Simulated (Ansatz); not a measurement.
Runs of Ansatz 0.2.0 on Hf. It takes space group Fm-3m (No. 225, cubic). The conventional cell has a = 4.440 Å, b = 4.440 Å, c = 4.440 Å, α = 90.00°, β = 90.00°, γ = 90.00°. Hf (site symmetry m-3m) is surrounded by 12 Hf at 3.14 Å. This isn't the form of Hf at room conditions, which is hcp.

| task | level | U | cell | cutoff (eV) | smearing | gap on the mesh (eV) | pressure (GPa) |
| --- | --- | --- | --- | --- | --- | --- | --- |
| band structure | LDA | - | as given | 211 | fermi-dirac 0.05 eV | - | -5.7 |
| single point | PBEsol+U | Hf d U = 4.5 eV | cell strained at random at fixed volume | 223 | methfessel-paxton 0.2 eV | none | (a) |
| single point | PBEsol | - | as given | 211 | gaussian 0.02 eV | none | -1.8 |
| band structure | PBEsol | - | as given | 211 | fermi-dirac 0.05 eV | - | -1.7 |

Alike in all rows: potentials or basis all-electron LAPW, scalar-relativistic; no spin polarisation; k mesh 10 × 10 × 10; basis error allowed 0.001 eV/atom.

Q: Fill in the values left out.

A: (a) 6.6.

Caveats: U is the effective U less J, on atomic orbitals that reach past the spheres (some runs); U without spin polarisation on a metal has little footing (some runs); the U is typed as a test and isn't derived for this compound (some runs).

A k mesh can miss the band edges, and the runs leave out spin-orbit coupling on Hf.

A gap of «none» marks a metal or a gap under the smearing width.

Not every run made on this cell is shown here.
